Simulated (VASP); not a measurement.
A run of VASP 6.6.1:

Contents of INCAR:

```
PREC     = Accurate       # precision mode
ENCUT    = 520            # plane-wave cutoff, eV
EDIFF    = 1E-7           # SCF threshold, eV
ISMEAR   = 0              # smearing method
SIGMA    = 0.1            # smearing width, eV
LREAL    = F              # projectors in reciprocal space
LASPH    = T              # aspherical terms in the spheres
NELM     = 80             # most SCF steps
ALGO     = Normal         # electronic algorithm
ISIF     = 2              # what is computed and relaxed
LWAVE    = F              # write WAVECAR
LCHARG   = F              # write CHGCAR
GGA      = PE             # functional
NBANDS   = 36             # bands
```

Contents of KPOINTS:

```
regular mesh
0
Gamma
  6 6 4
```

POSCAR

```
W
1.0
    4.3511346541      0.0000000000      0.0000000000
   -2.1755673270      3.7681931457      0.0000000000
    0.0000000000      0.0000000000      4.9775608800
W
4
Direct
    0.0000000000      0.0000000000      0.7500000000
    0.0000000000      0.0000000000      0.2500000000
    0.3333333333      0.6666666667      0.7500000000
    0.6666666667      0.3333333333      0.2500000000
```

Potentials or basis: VASP PAW PBE potentials, release 64 (W_sv).

Command:

```sh
$ cat potpaw_PBE.64/W_sv/POTCAR > POTCAR
$ mpirun -np 1 vasp_std > vasp.out
```

Hardware: 1 thread of Intel(R) Xeon(R) Platinum 8488C (Sapphire Rapids), on a shared host.

Question: How long does it take, and how much memory?

Answer: Run time: 48 s on 1 thread of Intel(R) Xeon(R) Platinum 8488C (Sapphire Rapids), with other jobs on the host, peak memory 0.2 GiB. Counts: scf iterations 15, k points 21.
